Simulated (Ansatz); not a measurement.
# Se (bcc type): the cost of one run

Method: DFT, PBE, all-electron LAPW, scalar-relativistic, in Ansatz 0.2.0.

## 1. The starting structure

It takes space group Im-3m (No. 229, cubic). Conventional cell: a = 3.418 Å, b = 3.418 Å, c = 3.418 Å, α = 90.00°, β = 90.00°, γ = 90.00°. Around Se (site symmetry m-3m) lie 8 Se at 2.96 Å.

Structure file:

```xyz
1
Lattice="-1.7091 1.7091 1.7091 1.7091 -1.7091 1.7091 1.7091 1.7091 -1.7091" Properties=species:S:1:pos:R:3 pbc="T T T"
Se    0.0000    0.0000    0.0000
```

## 2. Bcc relaxed under pressure, LAPW

input.yaml reads:

```yaml
crystal:
  lattice:
    - [-1.7091283466, 1.7091283466, 1.7091283466]
    - [1.7091283466, -1.7091283466, 1.7091283466]
    - [1.7091283466, 1.7091283466, -1.7091283466]
  atoms:
    - { symbol: Se, position: [0.0, 0.0, 0.0] }
kpoints:
  mp_grid: { grid: [16, 16, 16] }
scf:
  occupations: { method: fermi_dirac, width: 0.1 }
hamiltonian:
  xc: pbe
  pseudopotentials: { kind: all_electron, lapw: { basis_error: 0.0005 } }
output:
  forces: true
  stress: true
  eigenvalues: true
relax:
  f_tol: 0.005
  max_steps: 12
  cell: { p_target: 1.6, stress_tol: 0.03 }
```

The run is started by

```console
$ ansatz run input.yaml --threads 1 --pin off --max-ram 3584MiB --backend cpu --events-out ev --progress --plain --runs-dir out
```

Q: Estimate wall time and peak memory on 1 thread of Intel Xeon 6975P-C (Granite Rapids), shared host.

About 6.9 s, with a peak of 0.34 GiB.
